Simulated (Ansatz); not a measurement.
MgSe built on the rocksalt prototype, 2 atoms and 26 valence electrons in a cell of about 41 Å³, was run 9 times in Ansatz, each time on 1 × NVIDIA H100 80GB HBM3 with 1 thread of AMD EPYC 7R13 Processor (Zen 3), with other jobs on the host. The times are single readings and vary with the host's load.

```
                                                run  k mesh  irreducible k  cutoff (eV)  plane waves  bands  SCF iterations  wall time  peak host memory (GiB)
                  G0W0, PBE, 93 empty bands, 100 eV   6×6×6             16          420          821     17               6          ?                       ?
                 G0W0, PBE, 224 empty bands, 180 eV   6×6×6             16          420          821     17               6       13 s                     1.4
                 G0W0, PBE, 435 empty bands, 260 eV   6×6×6             16          420          821     17               6       20 s                     1.8
               G0W0, HSE06, 224 empty bands, 180 eV   6×6×6             16          420          821     17               9          ?                       ?
              G0W0, r2SCAN, 224 empty bands, 180 eV   6×6×6             16          500         1037     17               6       13 s                     1.5
                G0W0, PBE0, 224 empty bands, 180 eV   6×6×6             16          420          821     17              11       34 s                     1.6
   G0W0, PBE, 224 empty bands, 180 eV, plasmon pole   6×6×6             16          420          821     17               6          ?                       ?
                   G0W0, PBE, 66 empty bands, 80 eV   8×8×8             29          420          821     17               6       22 s                     1.3
G0W0, PBE, 224 empty bands, 180 eV, norm-conserving   6×6×6             16         1170         3719     17               6          ?                       ?
```

**Question.** Estimate the missing times and memories.

**Answer.**
```csv
run,wall time,peak host memory (GiB)
"G0W0, HSE06, 224 empty bands, 180 eV",35 s,1.6
"G0W0, PBE, 93 empty bands, 100 eV",9.8 s,1.3
"G0W0, PBE, 224 empty bands, 180 eV, norm-conserving",26 s,1.6
"G0W0, PBE, 224 empty bands, 180 eV, plasmon pole",27 s,2
```
